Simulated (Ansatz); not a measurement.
# AgCl: a single-point run

Aim: a sound single-point run of AgCl. The structure is shown as the input types it. The cell is built on a prototype (CsCl type) and needn't be the phase found in nature.

Method: density functional or hybrid calculation with the settings of its input, plane waves (as first typed), in Ansatz 0.2.0.

2 further runs of the same task are left out: 2 that didn't finish.

## Step 1: The structure to begin with

The structure is cubic, space group Pm-3m (No. 221). Conventional cell: a = 3.396 Å, b = 3.396 Å, c = 3.396 Å, α = 90.00°, β = 90.00°, γ = 90.00°. Around Ag (site symmetry m-3m) lie 8 Cl at 2.94 Å. Around Cl (site symmetry m-3m) lie 8 Ag at 2.94 Å.

As a file:

```cif
data_structure
_symmetry_space_group_name_H-M 'Pm-3m'
_symmetry_Int_Tables_number 221
_cell_length_a 3.3956
_cell_length_b 3.3956
_cell_length_c 3.3956
_cell_angle_alpha 90.000
_cell_angle_beta 90.000
_cell_angle_gamma 90.000
_cell_volume 39.15
loop_
_atom_site_label
_atom_site_type_symbol
_atom_site_symmetry_multiplicity
_atom_site_Wyckoff_symbol
_atom_site_fract_x
_atom_site_fract_y
_atom_site_fract_z
_atom_site_occupancy
Ag1 Ag 1 a 0.00000 0.00000 0.00000 1
Cl1 Cl 1 b 0.50000 0.50000 0.50000 1
```

## Step 2: Input and run

input.yaml reads:

```yaml
crystal:
  lattice:
    - [3.3955880382, 0.0, 0.0]
    - [0.0, 3.3955880382, 0.0]
    - [0.0, 0.0, 3.3955880382]
  atoms:
    - { symbol: Ag, position: [0.0, 0.0, 0.0] }
    - { symbol: Cl, position: [0.5, 0.5, 0.5] }
kpoints:
  mp_grid: { grid: [6, 6, 6] }
hamiltonian:
  xc: pbe
scf:
  occupations: { method: fixed }
  n_extra_bands: 4
  max_iter: 77
output:
  forces: true
  stress: true
  eigenvalues: true
basis:
  ecutwfc: 160
```

The run is started by

```
ansatz run input.yaml --threads 4 --pin off --max-ram 3686MiB --backend cpu --events-out ev --progress --plain --runs-dir out
```

**Question.** How will this run end, and is anything wrong with its input?

The program finished normally, with warnings (cutoff below recommended, metallic iterate). Its log warns: «basis.ecutwfc = 160 eV is below the records' recommended 420 eV ...»

In the input, basis.ecutwfc is 160. The basis cutoff is far too low: the plane waves can't represent the orbitals near the cores. The potentials' recommended cutoff is 420 eV.

Run again and compare: delete basis.ecutwfc (the default then holds).
